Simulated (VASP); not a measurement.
A run of VASP 6.6.1:

The input INCAR:

```
  PREC = Accurate
  ENCUT = 400
  EDIFF = 1E-8
  ISMEAR = 0
  SIGMA = 0.05
  LREAL = False
  LASPH = True
  NELM = 80
  ALGO = Fast
  ISIF = 2
  LWAVE = False
  LCHARG = False
  LCHIMAG = True
  DQ = 0.001
  ICHIBARE = 1
  LNMR_SYM_RED = True
```

File KPOINTS:

```
regular mesh
0
Gamma
  9 9 9
```

Contents of POSCAR:

```
KF
3.7786
    0.000000000000      0.707100513418      0.707100513418
    0.707100513418      0.000000000000      0.707100513418
    0.707100513418      0.707100513418      0.000000000000
K F
1 1
Direct
    0.0000000000      0.0000000000      0.0000000000
    0.5000000000      0.5000000000      0.5000000000
```

Potentials or basis: VASP PAW LDA potentials, release 64 (K_sv, F_s).

The run is started by

```console
$ cat potpaw_LDA.64/K_sv/POTCAR potpaw_LDA.64/F_s/POTCAR > POTCAR
$ mpirun -np 1 vasp_std > vasp.out
```

Hardware: 1 thread of Intel(R) Xeon(R) Platinum 8488C (Sapphire Rapids) (shared host).

Problem. How long does it take, and how much memory?

Solution. Run time: 3.6 min on 1 thread of Intel(R) Xeon(R) Platinum 8488C (Sapphire Rapids), with other jobs on the host, peak memory 0.18 GiB. Counts: scf iterations 262, k points 35.
